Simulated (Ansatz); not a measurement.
**The Mo2COS MXene bilayer (AA) between two gates**

How do the bands of the Mo2COS MXene bilayer (AA) follow a displacement field between two gates?

Calculated with Ansatz 0.2.0; plane-wave DFT, PBE-D3(BJ), Ansatz PAW.

Most raw output is cut from this account.

## 1. Starting point

The cell holds 10 atoms: 2 S, 4 Mo, 2 C and 2 O. Cell: a = 3.025 Å, b = 3.025 Å, c = 57.553 Å, α = 90.0°, β = 90.0°, γ = 120.0°. Regions: layer 1: Mo2COS MXene, 5 atoms (1 S, 2 Mo, 1 C and 1 O); layer 2: Mo2COS MXene, 5 atoms (1 S, 2 Mo, 1 C and 1 O). Vacuum lies along c.

As a file:

```cif
data_structure
_symmetry_space_group_name_H-M 'P 1'
_symmetry_Int_Tables_number 1
_cell_length_a 3.0247
_cell_length_b 3.0247
_cell_length_c 57.5527
_cell_angle_alpha 90.000
_cell_angle_beta 90.000
_cell_angle_gamma 120.000
_cell_volume 456.01
loop_
_atom_site_label
_atom_site_type_symbol
_atom_site_fract_x
_atom_site_fract_y
_atom_site_fract_z
_atom_site_occupancy
S1 S 0.33333 0.66667 0.38486 1
Mo2 Mo 0.66667 0.33333 0.41437 1
C3 C 0.00000 0.00000 0.43511 1
Mo4 Mo 0.33333 0.66667 0.45585 1
O5 O 0.66667 0.33333 0.47437 1
S6 S 0.33333 0.66667 0.52563 1
Mo7 Mo 0.66667 0.33333 0.55514 1
C8 C 0.00000 0.00000 0.57588 1
Mo9 Mo 0.33333 0.66667 0.59661 1
O10 O 0.66667 0.33333 0.61514 1
```

## 2. Relaxation

The starting cell is a guess, so the in-plane lattice and the atoms are relaxed first, with the slab cut off from its images along the normal.

The input, input.yaml:

```yaml
crystal:
  lattice:
    - [3.024736, 0.0, 0.0]
    - [-1.512368, 2.6194982157, 0.0]
    - [0.0, 0.0, 57.5527158839]
  atoms:
    - { symbol: S, position: [0.3333333333, 0.6666666667, 0.3848645483] }
    - { symbol: Mo, position: [0.6666666667, 0.3333333333, 0.4143741555] }
    - { symbol: C, position: [0.0, 0.0, 0.4351113218] }
    - { symbol: Mo, position: [0.3333333333, 0.6666666667, 0.4558484881] }
    - { symbol: O, position: [0.6666666667, 0.3333333333, 0.4743713224] }
    - { symbol: S, position: [0.3333333333, 0.6666666667, 0.5256286776] }
    - { symbol: Mo, position: [0.6666666667, 0.3333333333, 0.5551382849] }
    - { symbol: C, position: [0.0, 0.0, 0.5758754512] }
    - { symbol: Mo, position: [0.3333333333, 0.6666666667, 0.5966126175] }
    - { symbol: O, position: [0.6666666667, 0.3333333333, 0.6151354517] }
  periodic: [true, true, false]
kpoints:
  mp_grid: { grid: [12, 12, 1] }
hamiltonian:
  xc: pbe
  dispersion: d3bj
scf:
  occupations: { method: fermi_dirac, width: 0.05 }
  convergence: { dr2_threshold: 1.0e-09 }
relax:
  f_tol: 0.004
  max_steps: 90
  cell: {}
output:
  write_potential: true
  write_density: true
  volumetric_format: npy
```

Command:

```sh
$ ansatz run input.yaml --threads 4 --pin off --max-ram 6144MiB --backend cpu --events-out ev --progress --plain --runs-dir out
```

Wall time 2.8 min (4 threads of Intel Xeon Platinum 8259CL at 2.50GHz (Skylake/Cascade Lake), shared host); peak memory 1.3 GiB.

This run has no spin polarisation, although Mo can carry a moment.

Relaxation path:

| step | energy less that of the first step (eV) | largest force component (eV/Å) | volume (Å³) |
| --- | --- | --- | --- |
| 1 | 0.0000 | 1.1371 | 456.01 |
| 2 | -0.3581 | 1.1688 | 482.13 |
| 3 | -0.2967 | 0.7629 | 507.71 |
| 4 | -0.4533 | 0.3001 | 488.84 |
| 5 | -0.4612 | 0.0727 | 489.84 |
| 6 | -0.4618 | 0.0181 | 490.24 |
| 7 | -0.4618 | 0.0044 | 490.27 |
| 8 | -0.4618 | 0.0021 | 490.32 |
| 9* | -0.4877 | 0.0023 | 490.32 |
| 10 | -0.4875 | 0.0065 | 491.22 |
| 11 | -0.4875 | 0.0006 | 491.23 |
| 12* | -0.4879 | 0.0006 | 491.23 |

Relaxation steps marked * repeat the geometry before them on a plane-wave basis chosen anew for their cell, so energy and pressure can jump there. Relaxation step 3 was tried and not accepted.

Forces are held to the 6 operations that the run works with; a distortion that breaks them can't arise in this run.

| cell as run | before | after | change |
| --- | --- | --- | --- |
| a (Å) | 3.025 | 3.139 | +3.8 % |
| b (Å) | 3.025 | 3.139 | +3.8 % |

The atoms that moved most (Å, along periodic axes as changes of fractional coordinates times the final cell, across vacuum about the mean position):

| atom | dx | dy | dz | length |
| --- | --- | --- | --- | --- |
| S1 | 0.000 | 0.000 | 0.360 | 0.360 |
| Mo9 | 0.000 | 0.000 | -0.349 | 0.349 |
| Mo2 | 0.000 | 0.000 | 0.321 | 0.321 |
| O10 | 0.000 | 0.000 | -0.321 | 0.321 |
| C8 | 0.000 | 0.000 | -0.249 | 0.249 |
| C3 | 0.000 | 0.000 | 0.234 | 0.234 |
| Mo7 | 0.000 | 0.000 | -0.166 | 0.166 |
| O5 | 0.000 | 0.000 | 0.163 | 0.163 |

Numbers from this step:

- energy at zero smearing: -23269.4738 eV

The lattice constant a goes from 3.025 to 3.139 Å.

## 3. Gated layer, displacement field 0, start network

The slab is cut off from its images along the normal. Two sheets of opposite charge stand for the gates, so the stack stays neutral in a displacement field; barriers ahead of the sheets keep electrons from leaking to them. The uncharged case sets the zero.

The cell differs from the one that the last finished run ended in (c 57.553 → 55.871 Å).

The input, input.yaml:

```yaml
crystal:
  lattice:
    - [3.139374894, 0.0, 0.0]
    - [-1.569687447, 2.7187784102, 0.0]
    - [0.0, 0.0, 55.8712612665]
  atoms:
    - { symbol: S, position: [0.3333333333, 0.6666666667, 0.3874979642] }
    - { symbol: Mo, position: [0.6666666667, 0.3333333333, 0.4172003718] }
    - { symbol: C, position: [0.0, 0.0, 0.436998189] }
    - { symbol: Mo, position: [0.3333333333, 0.6666666667, 0.4564211418] }
    - { symbol: O, position: [0.6666666667, 0.3333333333, 0.4761688377] }
    - { symbol: S, position: [0.3333333333, 0.6666666667, 0.5239023916] }
    - { symbol: Mo, position: [0.6666666667, 0.3333333333, 0.5534832702] }
    - { symbol: C, position: [0.0, 0.0, 0.5733549483] }
    - { symbol: Mo, position: [0.3333333333, 0.6666666667, 0.5929171979] }
    - { symbol: O, position: [0.6666666667, 0.3333333333, 0.6125020358] }
  periodic: [true, true, false]
  symmetry: { detect: true }
kpoints:
  mp_grid: { grid: [30, 30, 1] }
  band_path:
    path: [[0, 0, 0], [0.5, 0, 0], [0.33333333, 0.33333333, 0], [0, 0, 0]]
    npoints: 16
hamiltonian:
  xc: pbe
  dispersion: d3bj
scf:
  occupations: { method: fermi_dirac, width: 0.05 }
  convergence: { dr2_threshold: 1.0e-10 }
output:
  forces: true
  eigenvalues: true
  dos: { projected: true, e_range: [-3, 3], de: 0.01 }
  write_potential: true
  write_density: true
  volumetric_format: npy
  elf: true
external_charges:
  - { charge: 0, barrier: 10, axis: 3, height: 38.721, sigma: 0.25 }
  - { charge: 0, barrier: 10, axis: 3, height: 17.15, sigma: 0.25 }
```

It took 1.8 min on 4 threads; peak memory 2.1 GiB; 7.3 min of CPU time.

Numbers from this step:

| Property | Result |
| --- | --- |
| energy at zero smearing | -23269.4754 eV |
| potential beyond the upper barrier and gate, less the barrier, from the Fermi level | 6.199 eV |

Running mean over a fixed 2.5 Å (it still follows the layers) of the planar mean; beyond a gate it holds the 10 eV model barrier. Electron's electrostatic potential energy less the Fermi level against z:

| z (Å) | electron's electrostatic potential energy less the Fermi level (eV) |
| --- | --- |
| 6 | 15.2 |
| 8 | 15.2 |
| 10 | 15.2 |
| 12 | 15.2 |
| 14 | 15.2 |
| 16 | 14.5 |
| 18 | 6.89 |
| 20 | 3.41 |
| 22 | -8.23 |
| 24 | -15.1 |
| 26 | -11.4 |
| 28 | 0.234 |
| 30 | -11.1 |
| 32 | -15.7 |
| 34 | -8.54 |
| 36 | 5.74 |
| 38 | 8.36 |
| 40 | 15.8 |
| 42 | 16.2 |
| 44 | 16.2 |
| 46 | 16.2 |
| 48 | 16.2 |
| 50 | 16.2 |

The density of states has structure finer than the step of the table below, so its rows give means over 0.1 eV, whole bins alone (the curve runs from -3 to 1.69 eV). Peaks (eV: height): -2.91: 11.6, -2.04: 6.93, 0.37: 16.3, 1.18: 33.8, 1.27: 15.0, 1.48: 21.1, 1.66: 15.3.

Table of density of states by energy, zero at the Fermi level; means over each step:

| energy (eV) | density of states (states/eV a cell) |
| --- | --- |
| -2.9 | 8.60 |
| -2.8 | 7.31 |
| -2.7 | 7.43 |
| -2.6 | 7.14 |
| -2.5 | 6.22 |
| -2.4 | 6.03 |
| -2.3 | 2.58 |
| -2.2 | 2.25 |
| -2.1 | 4.13 |
| -2.0 | 4.85 |
| -1.9 | 4.99 |
| -1.8 | 4.88 |
| -1.7 | 3.93 |
| -1.6 | 3.39 |
| -1.5 | 2.95 |
| -1.4 | 2.59 |
| -1.3 | 2.32 |
| -1.2 | 2.17 |
| -1.1 | 2.81 |
| -1.0 | 2.89 |
| -0.9 | 3.63 |
| -0.8 | 4.87 |
| -0.7 | 5.90 |
| -0.6 | 4.49 |
| -0.5 | 3.97 |
| -0.4 | 3.45 |
| -0.3 | 3.22 |
| -0.2 | 3.20 |
| -0.1 | 3.65 |
| 0.0 | 4.21 |
| 0.1 | 4.70 |
| 0.2 | 5.23 |
| 0.3 | 5.43 |
| 0.4 | 12.7 |
| 0.5 | 9.87 |
| 0.6 | 7.74 |
| 0.7 | 2.56 |
| 0.8 | 2.27 |
| 0.9 | 2.36 |
| 1.0 | 3.03 |
| 1.1 | 6.22 |
| 1.2 | 19.7 |
| 1.3 | 7.48 |
| 1.4 | 15.0 |
| 1.5 | 16.2 |
| 1.6 | 6.89 |

Projected DOS per atom over height of the atomic layer and energy from the Fermi level. Layers: S Mo C Mo O S Mo C Mo O from below.

Ten even steps from '_' (0.03 states/eV) to '@' (3.07 states/eV), each cell a mean:
```
..++__++....**__**..
..@@__%%....%%__##..
..%%..%%....%%..##..
__..__..____..__..__
__..__..____..__::__
__==__%%____==__%%__
__--__**____--__**__
__::__--____::__--__
__..__::____..__::__
__..__..____..__::__
__..__::__..::__::__
::..__::..::..__::..
....__..________..__
______..________..__
__________..________
....__..__....__....
....__....::..__....
::..____..::..____..
..________..________
--::__..::--::__..::
--::__..::++--__..::
**::____::++::____::
```
Columns: height of the atomic layer (Å) from 21.6 to 34.2 (not evenly spaced); rows upwards: energy from the Fermi level (eV) from -2.98 to 1.67.

Electronic bands along the path, in eV, zero at the Fermi level:

| point | band 41 | band 42 | band 43 | band 44 | band 45 | band 46 | band 47 | band 48 |
| --- | --- | --- | --- | --- | --- | --- | --- | --- |
| Γ | -0.91 | -0.86 | -0.86 | -0.81 | -0.81 | -0.77 | 0.33 | 0.33 |
| halfway | -2.34 | -2.18 | -0.58 | -0.53 | 0.08 | 0.27 | 0.77 | 0.83 |
| M | -2.00 | -1.94 | 0.23 | 0.25 | 0.36 | 0.37 | 1.17 | 1.19 |
| halfway | -1.49 | -1.38 | -0.01 | 0.01 | 0.20 | 0.22 | 1.14 | 1.22 |
| K | -0.76 | -0.62 | -0.59 | -0.53 | -0.18 | -0.10 | 1.04 | 1.16 |
| halfway | -1.68 | -1.55 | -1.15 | -0.98 | 0.56 | 0.62 | 1.14 | 1.15 |
| Γ | -0.91 | -0.86 | -0.86 | -0.81 | -0.81 | -0.77 | 0.33 | 0.33 |

Electrostatic potential energy in the ca plane at fractional y = 0.333, with atoms of Mo and O within 0.2 Å of it. With pseudopotentials it is smooth inside the atoms' cores, unlike the true potential.

Ten even steps from '0' (-60 eV) to '9' (10 eV), each cell a mean:
```
77667888877764224677777667888888888899999999
75224888887751000477775224888888888899999999
74003788888740000367774003788888888899999999
76325888887751001577776325888888888899999999
67778888877765334677667778888888888899999999
56778888776777667776556778888888888899999999
45778888766677777766445778888888888899999999
56778888777777666776556778888888888899999999
```
Columns run along c (16.0 Å, from fractional 0.46 to 0.75 of the cell; values clipped at the 3rd and 97th percentile), rows up along a (3.1 Å). Atoms in or near the plane, at fractional coordinates: O at (0.48, 0.67), Mo at (0.55, 0.67), O at (0.61, 0.67).

ELF in the ca plane at fractional y = 0.333, with atoms of Mo and O within 0.2 Å of it. It is the smooth field of the valence electrons, not physical close to the nuclei.

Ten even steps from '0' (0.00) to '9' (0.85), each cell a mean:
```
00235653466334212588720135643465334212688741
00001223788732214889961001224878622126889973
00000114856842116857971001115847721127848984
00012323788722214889960012324888522115989973
01346663355334212478620146653454234212578641
13688886222465333122101588875222564332122100
24799987423675334200001699986324674343100000
13678885222465322123200488874222464222133210
```
Columns run along c (16.0 Å, from fractional 0.36 to 0.64 of the cell), rows up along a (3.1 Å). Atoms in or near the plane, at fractional coordinates: Mo at (0.42, 0.67), O at (0.48, 0.67), Mo at (0.55, 0.67), O at (0.61, 0.67).

Valence density in the ca plane at fractional y = 0.333, with atoms of Mo and O within 0.2 Å of it. It is the smooth field of the valence electrons, not physical close to the nuclei.

Ten steps, logarithmic in the rise over the least value, from '0' (0.0 e/Å³) to '9' (6.8 e/Å³), each cell a mean:
```
34554211223345776443334554200000000000000000
46897411112358998533346897410000000000000000
47998421112358999632247998510000000000000000
46887411122357998533336887410000000000000000
44554211233445665444444554200000000000000000
54321111344443344444554321000000000000000000
54321011344443334455554321000000000000000000
44332111234443444444444332100000000000000000
```
Columns run along c (16.0 Å, from fractional 0.46 to 0.75 of the cell), rows up along a (3.1 Å). Atoms in or near the plane, at fractional coordinates: O at (0.48, 0.67), Mo at (0.55, 0.67), O at (0.61, 0.67).

There is no gap.

## 4. Gated layer, displacement field 1.81 V/nm

input.yaml: that of step 3 with these lines changed.

```diff
@@ -32,3 +32,2 @@
   eigenvalues: true
-  dos: { projected: true, e_range: [-3, 3], de: 0.01 }
   write_potential: true
@@ -36,5 +35,6 @@
   volumetric_format: npy
-  elf: true
 external_charges:
   - { charge: 0, barrier: 10, axis: 3, height: 38.721, sigma: 0.25 }
+  - { charge: -0.008535, axis: 3, height: 40.221, sigma: 0.5 }
   - { charge: 0, barrier: 10, axis: 3, height: 17.15, sigma: 0.25 }
+  - { charge: 0.008535, axis: 3, height: 15.65, sigma: 0.5 }
```

Wall time 2.2 min (4 threads); peak memory 2 GiB; 8.7 min of CPU time.

Numbers from this step:

```
energy at zero smearing                                                             : -23269.4594 eV
potential beyond the upper barrier and gate, less the barrier, from the Fermi level : 7.195 eV
```

Electronic bands along the path, in eV, zero at the Fermi level:

| point | band 41 | band 42 | band 43 | band 44 | band 45 | band 46 | band 47 | band 48 |
| --- | --- | --- | --- | --- | --- | --- | --- | --- |
| Γ | -0.91 | -0.87 | -0.87 | -0.80 | -0.80 | -0.77 | 0.33 | 0.33 |
| halfway | -2.34 | -2.17 | -0.58 | -0.53 | 0.07 | 0.27 | 0.78 | 0.83 |
| M | -2.01 | -1.94 | 0.23 | 0.26 | 0.36 | 0.37 | 1.17 | 1.19 |
| halfway | -1.50 | -1.38 | -0.01 | 0.02 | 0.20 | 0.22 | 1.14 | 1.22 |
| K | -0.77 | -0.63 | -0.59 | -0.53 | -0.18 | -0.09 | 1.03 | 1.16 |
| halfway | -1.69 | -1.55 | -1.15 | -0.98 | 0.56 | 0.63 | 1.14 | 1.16 |
| Γ | -0.91 | -0.87 | -0.87 | -0.80 | -0.80 | -0.77 | 0.33 | 0.33 |

Force by atom:

| atom | x (eV/Å) | y (eV/Å) | z (eV/Å) | size |
| --- | --- | --- | --- | --- |
| S1 | 0.0000 | 0.0000 | 0.0020 | 0.0020 |
| Mo2 | 0.0000 | 0.0000 | 0.0378 | 0.0378 |
| C3 | 0.0000 | 0.0000 | -0.0217 | 0.0217 |
| Mo4 | 0.0000 | 0.0000 | -0.0038 | 0.0038 |
| O5 | 0.0000 | 0.0000 | -0.0147 | 0.0147 |
| S6 | 0.0000 | 0.0000 | 0.0017 | 0.0017 |
| Mo7 | 0.0000 | 0.0000 | 0.0011 | 0.0011 |
| C8 | 0.0000 | 0.0000 | -0.0117 | 0.0117 |
| Mo9 | 0.0000 | 0.0000 | 0.0768 | 0.0768 |
| O10 | 0.0000 | 0.0000 | -0.0674 | 0.0674 |

There is no gap.

Of the bands kept, 4 cross the Fermi level on this path.

## 5. Gated layer, displacement field -1.81 V/nm

input.yaml: that of step 4 with these lines changed.

```diff
@@ -37,4 +37,4 @@
   - { charge: 0, barrier: 10, axis: 3, height: 38.721, sigma: 0.25 }
-  - { charge: -0.008535, axis: 3, height: 40.221, sigma: 0.5 }
+  - { charge: 0.008535, axis: 3, height: 40.221, sigma: 0.5 }
   - { charge: 0, barrier: 10, axis: 3, height: 17.15, sigma: 0.25 }
-  - { charge: 0.008535, axis: 3, height: 15.65, sigma: 0.5 }
+  - { charge: -0.008535, axis: 3, height: 15.65, sigma: 0.5 }
```

Run time: 2.2 min. Hardware: 4 threads; peak memory 2 GiB.

The electronic bands at the labelled points (eV, zero at the Fermi level):

| point | band 41 | band 42 | band 43 | band 44 | band 45 | band 46 | band 47 | band 48 |
| --- | --- | --- | --- | --- | --- | --- | --- | --- |
| Γ | -0.92 | -0.86 | -0.86 | -0.81 | -0.81 | -0.77 | 0.32 | 0.32 |
| halfway | -2.35 | -2.18 | -0.58 | -0.54 | 0.08 | 0.26 | 0.77 | 0.83 |
| M | -2.00 | -1.94 | 0.23 | 0.25 | 0.36 | 0.37 | 1.18 | 1.19 |
| halfway | -1.49 | -1.39 | 0.00 | 0.01 | 0.19 | 0.22 | 1.15 | 1.22 |
| K | -0.76 | -0.62 | -0.59 | -0.53 | -0.18 | -0.10 | 1.04 | 1.16 |
| halfway | -1.68 | -1.55 | -1.15 | -0.99 | 0.56 | 0.62 | 1.14 | 1.15 |
| Γ | -0.92 | -0.86 | -0.86 | -0.81 | -0.81 | -0.77 | 0.32 | 0.32 |

There is no gap.

Of the bands kept, 4 cross the Fermi level on this path.

## 6. Gated layer, displacement field 3.62 V/nm

input.yaml: that of step 5 with these lines changed.

```diff
@@ -37,4 +37,4 @@
   - { charge: 0, barrier: 10, axis: 3, height: 38.721, sigma: 0.25 }
-  - { charge: 0.008535, axis: 3, height: 40.221, sigma: 0.5 }
+  - { charge: -0.017071, axis: 3, height: 40.221, sigma: 0.5 }
   - { charge: 0, barrier: 10, axis: 3, height: 17.15, sigma: 0.25 }
-  - { charge: -0.008535, axis: 3, height: 15.65, sigma: 0.5 }
+  - { charge: 0.017071, axis: 3, height: 15.65, sigma: 0.5 }
```

Wall time 2.2 min (4 threads); peak memory 2 GiB.

Electronic bands along the path, in eV, zero at the Fermi level:

| point | band 41 | band 42 | band 43 | band 44 | band 45 | band 46 | band 47 | band 48 |
| --- | --- | --- | --- | --- | --- | --- | --- | --- |
| Γ | -0.90 | -0.87 | -0.87 | -0.80 | -0.80 | -0.77 | 0.33 | 0.33 |
| halfway | -2.33 | -2.16 | -0.59 | -0.53 | 0.07 | 0.27 | 0.78 | 0.83 |
| M | -2.02 | -1.94 | 0.23 | 0.26 | 0.36 | 0.37 | 1.17 | 1.19 |
| halfway | -1.50 | -1.37 | -0.01 | 0.02 | 0.20 | 0.23 | 1.14 | 1.22 |
| K | -0.77 | -0.63 | -0.59 | -0.53 | -0.18 | -0.09 | 1.03 | 1.16 |
| halfway | -1.69 | -1.54 | -1.16 | -0.98 | 0.55 | 0.63 | 1.13 | 1.16 |
| Γ | -0.90 | -0.87 | -0.87 | -0.80 | -0.80 | -0.77 | 0.33 | 0.33 |

There is no gap.

Of the bands kept, 4 cross the Fermi level on this path.

## 7. Gated layer, displacement field -3.62 V/nm

input.yaml: that of step 6 with these lines changed.

```diff
@@ -32,2 +32,3 @@
   eigenvalues: true
+  dos: { projected: true, e_range: [-3, 3], de: 0.01 }
   write_potential: true
@@ -35,6 +36,7 @@
   volumetric_format: npy
+  elf: true
 external_charges:
   - { charge: 0, barrier: 10, axis: 3, height: 38.721, sigma: 0.25 }
-  - { charge: -0.017071, axis: 3, height: 40.221, sigma: 0.5 }
+  - { charge: 0.017071, axis: 3, height: 40.221, sigma: 0.5 }
   - { charge: 0, barrier: 10, axis: 3, height: 17.15, sigma: 0.25 }
-  - { charge: 0.017071, axis: 3, height: 15.65, sigma: 0.5 }
+  - { charge: -0.017071, axis: 3, height: 15.65, sigma: 0.5 }
```

Run time: 2.4 min. Hardware: 4 threads; peak memory 2.1 GiB.

The density of states has structure finer than the step of the table below, so its rows give means over 0.1 eV, whole bins alone (the curve runs from -3 to 1.69 eV). Peaks (eV: height): -2.98: 14.0, 0.37: 15.8, 1.18: 33.5, 1.27: 15.4, 1.42: 21.4, 1.50: 21.7, 1.66: 14.8.

The density of states by energy, zero at the Fermi level; means over each step:

energy (eV), density of states (states/eV a cell) and a bar from the least value:
```
     -2.9        8.8 ###########
     -2.8        7.5 #########
     -2.7        7.5 #########
     -2.6        7.2 #########
     -2.5        6.2 #######
     -2.4        5.8 ######
     -2.3        2.7 #
     -2.2        2.3 
     -2.1        4.1 ###
     -2.0        4.7 ####
     -1.9        5.0 #####
     -1.8        5.0 #####
     -1.7        3.9 ###
     -1.6        3.4 ##
     -1.5        2.9 #
     -1.4        2.6 #
     -1.3        2.3 
     -1.2        2.1 
     -1.1        2.7 #
     -1.0        2.9 #
     -0.9        3.6 ###
     -0.8        4.8 #####
     -0.7        6.0 #######
     -0.6        4.5 ####
     -0.5        4.0 ###
     -0.4        3.5 ##
     -0.3        3.2 ##
     -0.2        3.2 ##
     -0.1        3.7 ###
      0.0        4.2 ###
      0.1        4.7 ####
      0.2        5.3 #####
      0.3        5.6 ######
      0.4       12.8 ##################
      0.5        9.9 #############
      0.6        7.8 #########
      0.7        2.4 
      0.8        2.3 
      0.9        2.4 
      1.0        3.1 ##
      1.1        6.1 #######
      1.2       20.1 ##############################
      1.3        7.3 #########
      1.4       14.7 #####################
      1.5       16.3 ########################
      1.6        7.2 ########
```

There is no gap.

(Continued in part 2 of 2.)

[Logs are printed without paths, hosts, clocks, repeated set-up lines and the standing remarks that a program may print on its own settings, such as how far it seeks lower states.]

[Hosts, paths, dates, database ids (printed as entryN), source tags and the programs' standing remarks are cut or masked in the printed files.]

[Maps of the electrostatic potential energy from Ansatz leave out the sawtooth potential of an applied field or a dipole correction, so their vacuum need not be flat; planar profiles and work functions include it.]

[The density of states shown here was stored with 400 of the rows of the run's finer table, so its peaks can read low, often by over a quarter, or be missed, and its means over a window can be off by a tenth or more.]
